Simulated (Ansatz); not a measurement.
The cell is a 6-atom cell of HfO₂ built on the anatase structure (relaxed group I4_1/amd); cell and atoms were relaxed with r2SCAN. The symmetry is I4_1/amd (No. 141, tetragonal); conventional cell a = 3.993 Å, c = 10.545 Å, 14.01 Å³ an atom. Hf has 6 O at 2.06–2.13 Å; O has 3 Hf at 2.06–2.13 Å.

```
Hf O
1.0
    -1.99647    1.99647    5.27249
     1.99647   -1.99647    5.27249
     1.99647    1.99647   -5.27249
Hf O
2 4
Direct
  0.00000 0.00000 0.00000
  0.75000 0.25000 0.50000
  0.95211 0.45211 0.50000
  0.20211 0.20211 0.00000
  0.54789 0.04789 0.50000
  0.79789 0.79789 0.00000
```

4 runs of Ansatz on this cell differ in the functional (and in the settings that go with it). Levels are in eV from each run's valence top; v1 is the last filled band, c1 the first empty one.

Run A, mean stress +0.3 GPa (compression positive):
```
point     v4     v3     v2     v1    c1    c2
    Γ  -0.45  -0.45  -0.33  -0.33  6.88  7.76
    X  -1.52  -1.52  -0.10  -0.10  8.53  8.53
    P  -1.18  -1.18  -0.26  -0.26  8.44  8.44
    N  -1.57  -0.72  -0.60  -0.40  8.41  8.54
    M  -0.80  -0.80   0.00   0.00  7.54  7.54
    S  -1.08  -0.75  -0.67  -0.38  8.33  8.41
```

Run B, mean stress +0.2 GPa (compression positive):
```
point     v4     v3     v2     v1    c1    c2
    Γ  -0.45  -0.45  -0.32  -0.32  6.13  7.03
    X  -1.51  -1.51  -0.09  -0.09  7.76  7.76
    P  -1.17  -1.17  -0.25  -0.25  7.67  7.67
    N  -1.56  -0.70  -0.60  -0.40  7.64  7.77
    M  -0.79  -0.79   0.00   0.00  6.78  6.78
    S  -1.07  -0.74  -0.66  -0.38  7.56  7.64
```

Run C, mean stress +4.3 GPa (compression positive):
```
point     v4     v3     v2     v1    c1    c2
    Γ  -0.41  -0.41  -0.30  -0.30  4.46  5.49
    X  -1.43  -1.43  -0.09  -0.09  5.99  5.99
    P  -1.09  -1.09  -0.26  -0.26  5.94  5.94
    N  -1.45  -0.66  -0.54  -0.36  5.92  6.02
    M  -0.73  -0.73   0.00   0.00  5.06  5.06
    S  -0.99  -0.68  -0.62  -0.34  5.84  5.92
```

Run D, mean stress 0.0 GPa (compression positive):
```
point     v4     v3     v2     v1    c1    c2
    Γ  -0.42  -0.42  -0.31  -0.31  5.02  6.00
    X  -1.44  -1.44  -0.08  -0.08  6.55  6.55
    P  -1.10  -1.10  -0.25  -0.25  6.48  6.48
    N  -1.47  -0.67  -0.56  -0.38  6.45  6.58
    M  -0.75  -0.75   0.00   0.00  5.63  5.63
    S  -1.01  -0.70  -0.63  -0.35  6.40  6.46
```

Task: Match the runs to PBE, r2SCAN, HSE06, PBE0.

Result: A is PBE0, B is HSE06, C is PBE, D is r2SCAN. In order of the gap: PBE 4.46, r2SCAN 5.02, HSE06 6.13, PBE0 6.88 eV.

No spin polarisation and no zero-point or thermal motion; the cell was built from a prototype and may be hypothetical.

Spin-orbit coupling is left out, which matters wherever the heavy atoms make up the band edges.

The stress of a hybrid is loosely converged in these runs.
